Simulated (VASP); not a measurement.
# Nd (Im-3m) in VASP: a series of runs

Runs on Nd. Level: RPBE. Tasks: single point.

All numbers are computed with VASP 6.6.1; they aren't measurements. Logs are shortened: lines on timing, memory, paths and dates and some standing lists are left out, and cuts for length are marked.

## (1) The structure

The structure is cubic, space group Im-3m (No. 229). Conventional cell: a = 4.151 Å, b = 4.151 Å, c = 4.151 Å, α = 90.00°, β = 90.00°, γ = 90.00°. Nd (site symmetry m-3m) has 8 Nd at 3.59 Å as nearest neighbours.

This isn't the form of Nd at room conditions, which is double hcp.

## (2) Single point, RPBE, collinear spin, ferromagnetic start

The input, INCAR:

```
SYSTEM = Nd
PREC = Accurate
ENCUT = 520
EDIFF = 1E-6
ISMEAR = 0
SIGMA = 0.1
LREAL = .False.
LASPH = .True.
NELM = 120
ALGO = Normal
ISIF = 2
LWAVE = .False.
LCHARG = .False.
ISPIN = 2
MAGMOM = 3
LORBIT = 11
LMAXMIX = 6
GGA = RP
NBANDS = 16
```

The input, KPOINTS:

```
Automatic mesh
0
Gamma
  9 9 9
  0 0 0
```

The input, POSCAR:

```
Nd
1.0
   -2.0754700287      2.0754700287      2.0754700287
    2.0754700287     -2.0754700287      2.0754700287
    2.0754700287      2.0754700287     -2.0754700287
Nd
1
Direct
    0.0000000000      0.0000000000      0.0000000000
```

Potentials or basis: VASP PAW PBE potentials, release 64 (Nd_3), 4f in core.

Started as:

```sh
$ cat potpaw_PBE.64/Nd_3/POTCAR > POTCAR
$ mpirun -np 1 vasp_std > vasp.out
```

OUTCAR:

```text
SYSTEM = Nd
   PREC = Accurate
   ENCUT = 520
   EDIFF = 1E-6
   ISMEAR = 0
   LREAL = .False.
   LASPH = .True.
   NELM = 120
   ISIF = 2
   ISPIN = 2
   LORBIT = 11
   GGA = RP

 ion  position               nearest neighbor table
   1  0.000  0.000  0.000-

  LATTYP: Found a body centered cubic cell.
 ALAT       =     4.1509400574

  Lattice vectors:

 A1 = (  -2.0754700287,   2.0754700287,   2.0754700287)
 A2 = (   2.0754700287,  -2.0754700287,   2.0754700287)
 A3 = (   2.0754700287,   2.0754700287,  -2.0754700287)

Analysis of symmetry for initial positions (statically):
=====================================================================
 Subroutine PRICEL returns:
 Original cell was already a primitive cell.

 Routine SETGRP: Setting up the symmetry group for a
 body centered cubic supercell.

 Subroutine GETGRP returns: Found 48 space group operations
 (whereof 48 operations were pure point group operations)
 out of a pool of 48 trial point group operations.

The static configuration has the point symmetry O_h .

Analysis of symmetry for dynamics (positions and initial velocities):
=====================================================================
 Subroutine PRICEL returns:
 Original cell was already a primitive cell.

 Routine SETGRP: Setting up the symmetry group for a
 body centered cubic supercell.

 Subroutine GETGRP returns: Found 48 space group operations
 (whereof 48 operations were pure point group operations)
 out of a pool of 48 trial point group operations.

The dynamic configuration has the point symmetry O_h .

Analysis of structural, dynamic, and magnetic symmetry:
=====================================================================
 Subroutine PRICEL returns:
 Original cell was already a primitive cell.

 Routine SETGRP: Setting up the symmetry group for a
 body centered cubic supercell.

 Subroutine GETGRP returns: Found 48 space group operations
 (whereof 48 operations were pure point group operations)
 out of a pool of 48 trial point group operations.

The overall configuration has the point symmetry O_h .

 Subroutine INISYM returns: Found 48 space group operations
 (whereof 48 operations are pure point group operations),
 and found     1 'primitive' translations

----------------------------------------------------------------------------------------

                                     Primitive cell

  volume of cell :      35.7610

  direct lattice vectors                    reciprocal lattice vectors
    -2.075470029  2.075470029  2.075470029     0.000000000  0.240909285  0.240909285
     2.075470029 -2.075470029  2.075470029     0.240909285  0.000000000  0.240909285
     2.075470029  2.075470029 -2.075470029     0.240909285  0.240909285  0.000000000

  length of vectors
     3.594819539  3.594819539  3.594819539     0.340697178  0.340697178  0.340697178

  position of ions in fractional coordinates (direct lattice)
     0.000000000  0.000000000  0.000000000

  ion indices of the primitive-cell ions
   primitive index   ion index
                 1           1

----------------------------------------------------------------------------------------

 KPOINTS: Automatic mesh

Automatic generation of k-mesh.
 Grid dimensions read from file:
 generate k-points for:    9    9    9

 Generating k-lattice:

  Cartesian coordinates                     Fractional coordinates (reciprocal lattice)
     0.000000000  0.026767698  0.026767698     0.111111111  0.000000000  0.000000000
     0.026767698  0.000000000  0.026767698     0.000000000  0.111111111  0.000000000
     0.026767698  0.026767698  0.000000000     0.000000000  0.000000000  0.111111111

  Length of vectors
     0.037855242  0.037855242  0.037855242

  Shift w.r.t. Gamma in fractional coordinates (k-lattice)
     0.000000000  0.000000000  0.000000000

 Subroutine IBZKPT returns following result:
 ===========================================

 Found     35 irreducible k-points:

 Following reciprocal coordinates:
            Coordinates               Weight
  0.000000  0.000000  0.000000      1.000000
  0.111111  0.000000  0.000000     12.000000
  0.222222  0.000000  0.000000     12.000000
  0.333333  0.000000  0.000000     12.000000
  0.444444  0.000000  0.000000     12.000000
  0.111111  0.111111  0.000000     24.000000
[... 27 lines left out ...]
 -0.444444 -0.444444  0.333333      8.000000
 -0.444444  0.444444  0.444444      6.000000
   k-points           NKPTS =     35   k-points in BZ     NKDIM =     35   number of bands    NBANDS=     16
   number of dos      NEDOS =    301   number of ions     NIONS =      1
   total plane-waves  NPLWV =  21952
   dimension x,y,z NGX =    28 NGY =   28 NGZ =   28
   dimension x,y,z NGXF=    56 NGYF=   56 NGZF=   56
   ions per type =               1
   NGX,Y,Z   is equivalent  to a cutoff of  12.95, 12.95, 12.95 a.u.
   NGXF,Y,Z  is equivalent  to a cutoff of  25.90, 25.90, 25.90 a.u.
 SYSTEM =  Nd
   PREC   = accura    normal or accurate (medium, high low for compatibility)
   ISTART =      0    job   : 0-new  1-cont  2-samecut
   ICHARG =      2    charge: 1-file 2-atom 10-const
   ISPIN  =      2    spin polarized calculation?
   LNONCOLLINEAR =      F non collinear calculations
   LSORBIT =      F    spin-orbit coupling
   LASPH  =      T    aspherical Exc in radial PAW
   ENCUT  =  520.0 eV  38.22 Ry    6.18 a.u.   6.68  6.68  6.68*2*pi/ulx,y,z
   NELM   =    120;   NELMIN=  2; NELMDL= -5     # of ELM steps
   EDIFF  = 0.1E-05   stopping-criterion for ELM
   LREAL  =      F    real-space projection
   EDIFFG = 0.1E-04   stopping-criterion for IOM
   NSW    =      0    number of steps for IOM
   IBRION =     -1    ionic relax: 0-MD 1-quasi-New 2-CG
   NFREE  =      0    steps in history (QN), initial steepest desc. (CG)
   ISIF   =      2    stress and relaxation
   ISYM   =      2    0-nonsym 1-usesym 2-fastsym
   POTIM  = 0.5000    time-step for ionic-motion
   TEBEG  =    0.0;   TEEND  =   0.0 temperature during run
   PSTRESS=    0.0 pullay stress
   NELECT =      11.0000    total number of electrons
   NUPDOWN=      -1.0000    fix difference up-down
   EMIN   =  10.00;   EMAX   =-10.00  energy-range for DOS
   EFERMI =   0.00;   METHOD = LEGACY
   ISMEAR =     0;   SIGMA  =   0.10  broadening in eV -4-tet -1-fermi 0-gaus
   EFERMI_NEDOS =   21; number of points for ismear=-14 and -15
   IALGO  =     38    algorithm
   IMIX   =      4    mixing-type and parameters
     AMIX     =   0.40;   BMIX     =  1.00
     AMIX_MAG =   1.60;   BMIX_MAG =  1.00
  volume/ion in A,a.u.               =      35.76       241.33
  Fermi-wavevector in a.u.,A,eV,Ry     =   1.105103  2.088341 16.616139  1.221252
  Thomas-Fermi vector in A             =   2.241585
   LORBIT       =     11    0 simple, 1 ext, 2 COOP (PROOUT), +10 PAW based schemes
   GGA     = RP    functional components
   LHFCALC =     F    Hartree Fock is set to
   AEXX    =    0.0000 exact exchange contribution
   IVDW    =     0    specifies the selected vdW correction
   LEPSILON=     F    determine dielectric tensor
   LRPA    =     F    only Hartree local field effects (RPA)
 spin polarized calculation
 Gauss-broadening in eV      SIGMA  =   0.10
  energy-cutoff  :      520.00
  volume of cell :       35.76
 maximum number of plane-waves:       973
   NGX = 13   NGY = 13   NGZ = 13

 number of electron      11.0000000 magnetization       0.3515455

 Free energy of the ion-electron system (eV)
  ---------------------------------------------------
  ext. energy  EPLUGINS =         0.00000000
  ---------------------------------------------------
  free energy    TOTEN  =        -4.23012686 eV

  energy without entropy =       -4.21895364  energy(sigma->0) =       -4.22454025

 E-fermi :   3.4762     XC(G=0):  -9.5116

 val. band max:        3.4575292164   @ k =   0.3333   0.0000   0.0000
 cond. band min:       3.4795104191   @ k =   0.4444   0.0000   0.0000
 fundamental gap:      0.0219812027
 Fermi energy:         3.4762096793

 spin component 1

 k-point     1 :       0.0000    0.0000    0.0000
  band No.  band energies     occupation
      1     -34.6442      1.00000
      2     -15.2962      1.00000
      3     -15.2962      1.00000
      4     -15.2962      1.00000
      5      -0.6427      1.00000
      6       4.7469      0.00000
[... 8 lines left out ...]
     15      20.5868      0.00000
     16      22.3476      0.00000
[... 628 lines left out ...]
 k-point    35 :      -0.4444    0.4444    0.4444
  band No.  band energies     occupation
      1     -34.4422      1.00000
      2     -15.9677      1.00000
      3     -15.9449      1.00000
      4     -15.9449      1.00000
      5       1.6323      1.00000
      6       1.6896      1.00000
[... 8 lines left out ...]
     15      19.0282      0.00000
     16      19.4315      0.00000
 Fermi energy:         3.4762096793

 spin component 2

 k-point     1 :       0.0000    0.0000    0.0000
  band No.  band energies     occupation
      1     -34.5674      1.00000
      2     -15.1950      1.00000
      3     -15.1950      1.00000
      4     -15.1950      1.00000
      5      -0.3609      1.00000
      6       5.0460      0.00000
[... 8 lines left out ...]
     15      20.7674      0.00000
     16      22.5696      0.00000
[... 628 lines left out ...]
 k-point    35 :      -0.4444    0.4444    0.4444
  band No.  band energies     occupation
      1     -34.3701      1.00000
      2     -15.8478      1.00000
      3     -15.8253      1.00000
      4     -15.8253      1.00000
      5       1.8153      1.00000
      6       1.8735      1.00000
[... 8 lines left out ...]
     15      19.2355      0.00000
     16      19.5644      0.00000

------------------------ aborting loop because EDIFF is reached ----------------------------------------

 total charge

# of ion       s       p       d       tot
------------------------------------------
    1        2.153   5.778   0.949   8.880

 magnetization (x)

# of ion       s       p       d       tot
------------------------------------------
    1        0.001   0.008   0.163   0.172

  FORCE on cell =-STRESS in cart. coord.  units (eV):
  Direction    XX          YY          ZZ          XY          YZ          ZX
  --------------------------------------------------------------------------------------
  -------------------------------------------------------------------------------------
  Total        0.2817215      0.2817215      0.2817215      0.0000000     -0.0000000      0.0000000
  in kB       12.6217986     12.6217986     12.6217986      0.0000000     -0.0000000      0.0000000
  external PRESSURE =      12.6217986 kB  Pullay stress =       0.0000000 kB

 VOLUME and BASIS-vectors are now :
 -----------------------------------------------------------------------------
  energy-cutoff  :      520.00
  volume of cell :       35.76
      direct lattice vectors                 reciprocal lattice vectors
    -2.075470029  2.075470029  2.075470029     0.000000000  0.240909285  0.240909285
     2.075470029 -2.075470029  2.075470029     0.240909285  0.000000000  0.240909285
     2.075470029  2.075470029 -2.075470029     0.240909285  0.240909285  0.000000000

 POSITION                                       TOTAL-FORCE (eV/Angst)
 -----------------------------------------------------------------------------------
      0.00000      0.00000      0.00000         0.000000      0.000000     -0.000000
 -----------------------------------------------------------------------------------
    total drift:                                0.000000     -0.000000      0.000000

  FREE ENERGIE OF THE ION-ELECTRON SYSTEM (eV)
  ---------------------------------------------------
  free  energy   TOTEN  =        -4.2301268554 eV

  energy  without entropy=       -4.2189536378  energy(sigma->0) =       -4.22454025

 total charge

# of ion       s       p       d       tot
------------------------------------------
    1        2.153   5.778   0.949   8.880

 magnetization (x)

# of ion       s       p       d       tot
------------------------------------------
    1        0.001   0.008   0.163   0.172
```

It took 26 s on 1 thread of AMD EPYC 9R45 (Zen 5), shared host; peak memory 0.15 GiB.

What came out:

| Property | Result |
| --- | --- |
| Free energy | -4.2301 eV |
| Pressure | 1.3 GPa |
| Band gap on the k mesh | none (metal or under the smearing width) |
| Net moment | 0.35 μB per cell |
| Site moments | Nd +0.17 μB |
| Valence electrons inside the program's atomic spheres | Nd 8.88 |

Caveat: the magnetic or orbital state may not be the lowest; the PAW data sets were made with another functional, which shifts forces and pressure a little; spin-orbit coupling is left out, which moves the levels of the heavy elements; the 4f electrons are frozen in the core as for a trivalent ion, so they carry no moment and show no levels. The state reached can hang on the start; a lower one may exist.

## (3) Single point, RPBE, collinear spin, ferromagnetic start

The input, run.py:

```python
from ase import Atoms
from ase.calculators.vasp import Vasp
from ase.dft.bandgap import bandgap

atoms = Atoms(
    ['Nd'],
    cell=[[-2.0754700287, 2.0754700287, 2.0754700287], [2.0754700287, -2.0754700287, 2.0754700287], [2.0754700287, 2.0754700287, -2.0754700287]],
    scaled_positions=[[0.0, 0.0, 0.0]],
    pbc=True,
)
atoms.set_initial_magnetic_moments([3.0])
calc = Vasp(
    directory='calc',
    xc='rpbe',
    pp='PBE',
    setups='materialsproject',
    prec='Accurate',
    encut=520,
    ediff=1e-07,
    ismear=0,
    sigma=0.1,
    lreal=False,
    lasph=True,
    nelm=150,
    algo='Fast',
    isif=2,
    lwave=False,
    lcharg=False,
    ispin=2,
    lorbit=11,
    lmaxmix=6,
    kpts=[9, 9, 9],
    gamma=True,
)
atoms.calc = calc

print('energy (eV):', atoms.get_potential_energy())
print('free energy (eV):', atoms.get_potential_energy(force_consistent=True))
print('forces (eV/A):')
print(atoms.get_forces())
print('stress (eV/A^3, Voigt):', atoms.get_stress())
print('Fermi level (eV):', calc.get_fermi_level())
print('moment (muB):', atoms.get_magnetic_moment())
print('site moments (muB):', atoms.get_magnetic_moments())
gap, top, bottom = bandgap(calc)
print('band gap (eV):', gap, 'from (spin, k, band)', top, 'to', bottom)
```

Potentials or basis: VASP PAW PBE potentials, release 64 (Nd_3), 4f in core.

Started as:

```sh
$ python run.py
```

The program printed:

```text
energy (eV): -4.22453969
free energy (eV): -4.23012586
forces (eV/A):
[[-0. -0. -0.]]
stress (eV/A^3, Voigt): [-0.00792729 -0.00792729 -0.00792729 -0.         -0.         -0.        ]
Fermi level (eV): 3.47611265
moment (muB): 0.3510388
site moments (muB): [0.172]
band gap (eV): 0.0 from (spin, k, band) (None, None, None) to (None, None, None)
```

OUTCAR:

```text
ENCUT = 520.000000
   EDIFF = 1.00e-07
   GGA = RP
   PREC = Accurate
   ISIF = 2
   ISMEAR = 0
   ISPIN = 2
   LORBIT = 11
   NELM = 150
   LASPH = .TRUE.
   LREAL = .FALSE.

 ion  position               nearest neighbor table
   1  0.000  0.000  0.000-

  LATTYP: Found a body centered cubic cell.
 ALAT       =     4.1509400574

  Lattice vectors:

[... 1217 lines left out ...]
 -----------------------------------------------------------------------------
  energy-cutoff  :      520.00
  volume of cell :       35.76
      direct lattice vectors                 reciprocal lattice vectors
    -2.075470029  2.075470029  2.075470029     0.000000000  0.240909285  0.240909285
     2.075470029 -2.075470029  2.075470029     0.240909285  0.000000000  0.240909285
     2.075470029  2.075470029 -2.075470029     0.240909285  0.240909285  0.000000000

 POSITION                                       TOTAL-FORCE (eV/Angst)
 -----------------------------------------------------------------------------------
      0.00000      0.00000      0.00000        -0.000000     -0.000000     -0.000000
 -----------------------------------------------------------------------------------
    total drift:                                0.000000      0.000000      0.000000

  FREE ENERGIE OF THE ION-ELECTRON SYSTEM (eV)
  ---------------------------------------------------
  free  energy   TOTEN  =        -4.2301258635 eV

  energy  without entropy=       -4.2189535260  energy(sigma->0) =       -4.22453969

 total charge

# of ion       s       p       d       tot
------------------------------------------
    1        2.153   5.778   0.949   8.880

 magnetization (x)

# of ion       s       p       d       tot
------------------------------------------
    1        0.001   0.008   0.163   0.172
```

INCAR:

```text
ENCUT = 520.000000
SIGMA = 0.100000
EDIFF = 1.00e-07
ALGO = Fast
GGA = RP
PREC = Accurate
ISIF = 2
ISMEAR = 0
ISPIN = 2
LMAXMIX = 6
LORBIT = 11
NELM = 150
LASPH = .TRUE.
LCHARG = .FALSE.
LWAVE = .FALSE.
LREAL = .FALSE.
MAGMOM = 1*3.0000
```

Wall time 31 s (1 thread of AMD EPYC 9R45 (Zen 5), shared host); peak memory 0.15 GiB.

What came out:

* Free energy: -4.2301 eV
* Pressure: 1.3 GPa
* Band gap on the k mesh: none (metal or under the smearing width)
* Net moment: 0.35 μB per cell
* Site moments: Nd +0.17 μB
* Valence electrons inside the program's atomic spheres: Nd 8.88

Levels at points of the mesh, in eV from the Fermi level:
Spin up:
```
           k point  band 3  band 4  band 5  band 6  band 7  band 8  band 9  band 10
(0.00, 0.00, 0.00)  -18.77  -18.77   -4.12    1.27    1.27    1.27    3.51     3.51
```
Spin down:
| k point | band 1 | band 2 | band 3 | band 4 | band 5 | band 6 | band 7 | band 8 | band 9 | band 10 |
| --- | --- | --- | --- | --- | --- | --- | --- | --- | --- | --- |
| (0.00, 0.00, 0.00) | -38.04 | -18.67 | -18.67 | -18.67 | -3.84 | 1.57 | 1.57 | 1.57 | 3.60 | 3.60 |

Caveat: the magnetic or orbital state may not be the lowest; the PAW data sets were made with another functional, which shifts forces and pressure a little; spin-orbit coupling is left out, which moves the levels of the heavy elements; the 4f electrons are frozen in the core as for a trivalent ion, so they carry no moment and show no levels. The state reached can hang on the start; a lower one may exist.

## (4) Single point, RPBE, collinear spin, ferromagnetic start

The input, INCAR:

```
SYSTEM = Nd
  PREC = Accurate
  ENCUT = 520
  EDIFF = 1E-6
  ISMEAR = 0
  SIGMA = 0.05
  LREAL = .FALSE.
  LASPH = .TRUE.
  NELM = 150
  ALGO = Normal
  ISIF = 2
  LWAVE = .FALSE.
  LCHARG = .FALSE.
  ISPIN = 2
  MAGMOM = 3
  LORBIT = 11
  LMAXMIX = 6
  GGA = RP
```

The input, KPOINTS:

```
regular mesh
0
G
  9 9 9
  0 0 0
```

The input, POSCAR:

```
Nd
3.5948
   -0.577353407338      0.577353407338      0.577353407338
    0.577353407338     -0.577353407338      0.577353407338
    0.577353407338      0.577353407338     -0.577353407338
Nd
1
Direct
    0.0000000000      0.0000000000      0.0000000000
```

Potentials or basis: VASP PAW PBE potentials, release 64 (Nd).

Started as:

```sh
$ cat potpaw_PBE.64/Nd/POTCAR > POTCAR
$ mpirun -np 1 vasp_std > vasp.out
```

Wall time 84 s (1 thread of AMD EPYC 9R45 (Zen 5), shared host); peak memory 0.16 GiB.

The run converged. Its results:

| Property | Result |
| --- | --- |
| Free energy | -5.7968 eV |
| Pressure | -0.7 GPa |
| Band gap on the k mesh | none (metal or under the smearing width) |
| Net moment | 4.11 μB per cell |
| Site moments | Nd +3.36 μB |
| Valence electrons inside the program's atomic spheres | Nd 11.23 |

Levels at points of the mesh, in eV from the Fermi level:
Spin up:
```
           k point  band 5  band 6  band 7  band 8  band 9  band 10  band 11  band 12  band 13
(0.00, 0.00, 0.00)   -4.04   -0.32   -0.32   -0.32    0.17     0.17     0.17     0.24     1.60
```
Spin down:
```tsv
k point	band 1	band 2	band 3	band 4	band 5	band 6	band 7	band 8	band 9	band 10
(0.00, 0.00, 0.00)	-35.72	-16.78	-16.78	-16.78	-3.11	2.16	2.16	2.16	2.42	2.42
```

Caveat: the magnetic or orbital state may not be the lowest; the PAW data sets were made with another functional, which shifts forces and pressure a little; spin-orbit coupling is left out, which moves the levels of the heavy elements.
